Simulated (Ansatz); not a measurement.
**How the vibrations of ZrO2 change with volume**

These are results of DFT PBE, scalar-relativistic, plane waves, PAW (Ansatz), not measurements. Settings: 420 eV plane-wave cutoff, Γ-centred 8×8×8 mesh, fixed occupations. No spin polarisation. Phonons by linear response, acoustic sum rule imposed.

The cell, relaxed at this level:
```
Zr O
1.0
     0.00000    2.55790    2.55790
     2.55790    0.00000    2.55790
     2.55790    2.55790    0.00000
Zr O
1 2
Direct
  0.00000 0.00000 0.00000
  0.25000 0.25000 0.25000
  0.75000 0.75000 0.75000
```

Cells at 0.98 and 1.02 times the equilibrium volume were relaxed in shape and atoms; γ = −d ln ν / d ln V, modes matched by rank.

Question: Give the optical frequencies at Γ without the LO field (cm⁻¹) at the three volumes and the mode Grüneisen parameters.

Answer:
```json
{"0.98 V": "243", "V": "220", "1.02 V": "196", "γ": "5.37", "degeneracy": "3"}
{"0.98 V": "566", "V": "549", "1.02 V": "533", "γ": "1.50", "degeneracy": "3"}
```

Question: What pressures hold the two strained cells, and what bulk modulus follows?

Answer: 4.99 GPa at 0.98 V and -4.48 GPa at 1.02 V, so B = −dP/d ln V ≈ 237 GPa.

Question: How does the gap respond?

Answer: It is 3.37, 3.32 and 3.26 eV at 0.98, 1 and 1.02 V: dE_g/d ln V = -2.8 eV.

Question: And the dielectric constants (a third of the trace)?

Answer: ε∞: 5.79, 5.81, 5.85; ε0: 41.3, 48.3, 58.2, in order of rising volume.

This fluorite-type form isn't the usual stable structure of the compound.